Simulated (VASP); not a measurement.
# Pm (Fm-3m) in VASP: notebook, part 2 of 2

VASP 6.6.1.

## 3. Single point, LDA, collinear spin, ferromagnetic start

INCAR reads:

```
PREC     = Accurate       # precision mode
ENCUT    = 450            # plane-wave cutoff, eV
EDIFF    = 0.01           # SCF threshold, eV
ISMEAR   = -1             # smearing method
SIGMA    = 0.2            # smearing width, eV
LREAL    = F              # projectors in reciprocal space
LASPH    = T              # aspherical terms in the spheres
NELM     = 100            # most SCF steps
ALGO     = Normal         # electronic algorithm
ISIF     = 2              # what is computed and relaxed
LWAVE    = F              # write WAVECAR
LCHARG   = F              # write CHGCAR
ISPIN    = 2              # spin polarisation
MAGMOM   = 4              # initial moments
LORBIT   = 11             # projections on sites
LMAXMIX  = 6              # l up to which the mixer works
GGA      = CA             # functional
NBANDS   = 18             # bands
ADDGRID  = F
```

KPOINTS reads:

```
Automatic mesh
0
Gamma
  5 5 5
```

POSCAR reads:

```
Pm
1.0
    0.0000000000      2.5841748100      2.5841748100
    2.5841748100      0.0000000000      2.5841748100
    2.5841748100      2.5841748100      0.0000000000
Pm
1
Direct
    0.0000000000      0.0000000000      0.0000000000
```

Potentials or basis: VASP PAW PBE potentials, release 64 (Pm).

Run with:

```console
cat potpaw_PBE.64/Pm/POTCAR > POTCAR
mpirun -np 1 vasp_std > vasp.out
```

OUTCAR:

```text
PREC = Accurate
   ENCUT = 450
   EDIFF = 0.01
   ISMEAR = -1
   LREAL = F
   LASPH = T
   NELM = 100
   ISIF = 2
   ISPIN = 2
   LORBIT = 11
   GGA = CA

 Found     10 irreducible k-points:

 Following reciprocal coordinates:
            Coordinates               Weight
  0.000000  0.000000  0.000000      1.000000
  0.200000  0.000000  0.000000      8.000000
  0.400000  0.000000  0.000000      8.000000
  0.200000  0.200000  0.000000      6.000000
  0.400000  0.200000  0.000000     24.000000
 -0.400000  0.200000  0.000000     24.000000
   k-points           NKPTS =     10   k-points in BZ     NKDIM =     10   number of bands    NBANDS=     18
   number of dos      NEDOS =    301   number of ions     NIONS =      1
   total plane-waves  NPLWV =  21952
   dimension x,y,z NGX =    28 NGY =   28 NGZ =   28
   dimension x,y,z NGXF=    56 NGYF=   56 NGZF=   56
   ions per type =               1
   NGX,Y,Z   is equivalent  to a cutoff of  12.74, 12.74, 12.74 a.u.
   NGXF,Y,Z  is equivalent  to a cutoff of  25.47, 25.47, 25.47 a.u.
 SYSTEM =  unknown system
   PREC   = accura    normal or accurate (medium, high low for compatibility)
   ISTART =      0    job   : 0-new  1-cont  2-samecut
   ICHARG =      2    charge: 1-file 2-atom 10-const
   ISPIN  =      2    spin polarized calculation?
   LNONCOLLINEAR =      F non collinear calculations
   LSORBIT =      F    spin-orbit coupling
   LASPH  =      T    aspherical Exc in radial PAW
   ENCUT  =  450.0 eV  33.07 Ry    5.75 a.u.   6.32  6.32  6.32*2*pi/ulx,y,z
   NELM   =    100;   NELMIN=  2; NELMDL= -5     # of ELM steps
   EDIFF  = 0.1E-01   stopping-criterion for ELM
   LREAL  =      F    real-space projection
   EDIFFG = 0.1E+00   stopping-criterion for IOM
   NSW    =      0    number of steps for IOM
   IBRION =     -1    ionic relax: 0-MD 1-quasi-New 2-CG
   NFREE  =      0    steps in history (QN), initial steepest desc. (CG)
   ISIF   =      2    stress and relaxation
   ISYM   =      2    0-nonsym 1-usesym 2-fastsym
   POTIM  = 0.5000    time-step for ionic-motion
   TEBEG  =    0.0;   TEEND  =   0.0 temperature during run
   PSTRESS=    0.0 pullay stress
   NELECT =      15.0000    total number of electrons
   NUPDOWN=      -1.0000    fix difference up-down
   EMIN   =  10.00;   EMAX   =-10.00  energy-range for DOS
   EFERMI =   0.00;   METHOD = LEGACY
   ISMEAR =    -1;   SIGMA  =   0.20  broadening in eV -4-tet -1-fermi 0-gaus
   EFERMI_NEDOS =   21; number of points for ismear=-14 and -15
   IALGO  =     38    algorithm
   IMIX   =      4    mixing-type and parameters
     AMIX     =   0.40;   BMIX     =  1.00
     AMIX_MAG =   1.60;   BMIX_MAG =  1.00
  volume/ion in A,a.u.               =      34.51       232.91
[... 26 lines left out ...]

 E-fermi :   5.5357     XC(G=0): -10.0632

 val. band max:        5.5265860384   @ k =  -0.2000   0.2000   0.0000
 cond. band min:       5.5459155113   @ k =  -0.4000   0.4000   0.0000
 fundamental gap:      0.0193294729
 Fermi energy:         5.5356962144

 spin component 1

 k-point     1 :       0.0000    0.0000    0.0000
  band No.  band energies     occupation
      1     -32.9015      1.00000
      2     -12.9212      1.00000
      3     -12.9212      1.00000
      4     -12.9212      1.00000
      5       1.4334      1.00000
      6       5.0816      0.90638
[... 103 lines left out ...]
      5       4.4562      0.99549
      6       5.0218      0.92887
[... 10 lines left out ...]
     17      12.4486      0.00000
     18      14.3012      0.00000

 [... further k-points ...]

 spin component 2

 k-point     1 :       0.0000    0.0000    0.0000
  band No.  band energies     occupation
      1     -30.9588      1.00000
      2     -11.3572      1.00000
      3     -11.3572      1.00000
      4     -11.3572      1.00000
      5       2.1205      1.00000
      6       7.7112      0.00002
[... 103 lines left out ...]
      5       5.2728      0.78825
      6       6.3689      0.01528
[... 10 lines left out ...]
     17      13.4504      0.00000
     18      15.2973      0.00000

 [... further k-points ...]

------------------------ aborting loop because EDIFF is reached ----------------------------------------

  FORCE on cell =-STRESS in cart. coord.  units (eV):
  Direction    XX          YY          ZZ          XY          YZ          ZX
  --------------------------------------------------------------------------------------
  -------------------------------------------------------------------------------------
  Total        3.9042748      3.9042748      3.9042748     -0.0000000      0.0000000     -0.0000000
  in kB      181.2405212    181.2405212    181.2405212     -0.0000000      0.0000000     -0.0000000
  external PRESSURE =     181.2405212 kB  Pullay stress =       0.0000000 kB

 VOLUME and BASIS-vectors are now :
 -----------------------------------------------------------------------------
  energy-cutoff  :      450.00
  volume of cell :       34.51
      direct lattice vectors                 reciprocal lattice vectors
     0.000000000  2.584174810  2.584174810    -0.193485363  0.193485363  0.193485363
     2.584174810  0.000000000  2.584174810     0.193485363 -0.193485363  0.193485363
     2.584174810  2.584174810  0.000000000     0.193485363  0.193485363 -0.193485363

 POSITION                                       TOTAL-FORCE (eV/Angst)
 -----------------------------------------------------------------------------------
      0.00000      0.00000      0.00000        -0.000000      0.000000      0.000000
 -----------------------------------------------------------------------------------
    total drift:                               -0.000000     -0.000000     -0.000000

  FREE ENERGIE OF THE ION-ELECTRON SYSTEM (eV)
  ---------------------------------------------------
  free  energy   TOTEN  =        -8.4743622177 eV

  energy  without entropy=       -7.5492601170  energy(sigma->0) =       -8.01181117

 total charge

# of ion       s       p       d       f       tot
--------------------------------------------------
    1        2.045   5.475   0.485   4.430  12.435

 magnetization (x)

# of ion       s       p       d       f       tot
--------------------------------------------------
    1       -0.000   0.025   0.157   4.413   4.595
```

OSZICAR:

```text
N       E                     dE             d eps       ncg     rms          rms(c)
DAV:   1     0.107890628599E+03    0.10789E+03   -0.57056E+03   744   0.120E+03
DAV:   2     0.511432246383E+01   -0.10278E+03   -0.91177E+02   836   0.189E+02
DAV:   3    -0.712384123156E+01   -0.12238E+02   -0.11515E+02   920   0.774E+01
DAV:   4    -0.783689534271E+01   -0.71305E+00   -0.70424E+00  1136   0.180E+01
DAV:   5    -0.785608239282E+01   -0.19187E-01   -0.19165E-01   978   0.253E+00    0.287E+01
DAV:   6    -0.192411263435E+02   -0.11385E+02   -0.54549E+01   886   0.635E+01    0.387E+01
DAV:   7    -0.896815168295E+01    0.10273E+02   -0.17115E+01   888   0.337E+01    0.840E+00
DAV:   8    -0.872535324548E+01    0.24280E+00   -0.36681E+00  1032   0.174E+01    0.126E+01
DAV:   9    -0.851498431847E+01    0.21037E+00   -0.19961E-01  1072   0.465E+00    0.511E+00
DAV:  10    -0.849735299969E+01    0.17631E-01   -0.21040E-01   932   0.503E+00    0.342E+00
DAV:  11    -0.847482416369E+01    0.22529E-01   -0.25474E-02   758   0.185E+00    0.899E-01
DAV:  12    -0.847436221771E+01    0.46195E-03   -0.55299E-04   384   0.226E-01
   1 F= -.84743622E+01 E0= -.80118112E+01  d E =-.925102E+00  mag=     5.0761
```

Run time: 6.5 s. Hardware: 1 thread of Intel Xeon 6975P-C (Granite Rapids), shared host; peak memory 0.15 GiB.

The run converged, but some of its settings lie outside the range that counts as converged, so its numbers aren't taken as properties of the crystal.

What came out:

* Free energy: -8.4744 eV
* Pressure: 18.1 GPa
* Band gap on the k mesh: none (metal or under the smearing width)
* Net moment: 5.06 μB per cell
* Site moments: Pm +4.59 μB
* Valence electrons inside the program's atomic spheres: Pm 12.44

Caveat: the k mesh is coarse (spacing up to 0.42 Å⁻¹), so the values aren't converged; the magnetic or orbital state may not be the lowest; the PAW data sets were made with another functional, which shifts forces and pressure a little; spin-orbit coupling is left out, which moves the levels of the heavy elements.

## 4. Single point, LDA, collinear spin, ferromagnetic start

INCAR is that of step 3.

KPOINTS is that of step 3.

POSCAR reads:

```
Pm
1.0
   -0.0555010000      2.5655700000      2.5293400000
    2.5242190000     -0.0080540000      2.4818930000
    2.6229240000      2.6168280000     -0.1067590000
Pm
1
Direct
    0.0077670000      0.0042080000     -0.0216400000
```

Run with:

```console
cat potpaw_PBE.64/Pm/POTCAR > POTCAR
mpirun -np 1 vasp_std > vasp.out
```

It took 23 s on 1 thread of Intel Xeon 6975P-C (Granite Rapids), shared host; peak memory 0.18 GiB.

These settings aren't checked as converged: the numbers below hold their error.

What came out:

- Free energy: -8.4656 eV
- Pressure: 18.2 GPa
- Band gap on the k mesh: none (metal or under the smearing width)
- Net moment: 5.06 μB per cell
- Site moments: Pm +4.60 μB
- Valence electrons inside the program's atomic spheres: Pm 12.44

Caveat: the k mesh is coarse (spacing up to 0.43 Å⁻¹), so the values aren't converged; the magnetic or orbital state may not be the lowest; the PAW data sets were made with another functional, which shifts forces and pressure a little; spin-orbit coupling is left out, which moves the levels of the heavy elements.
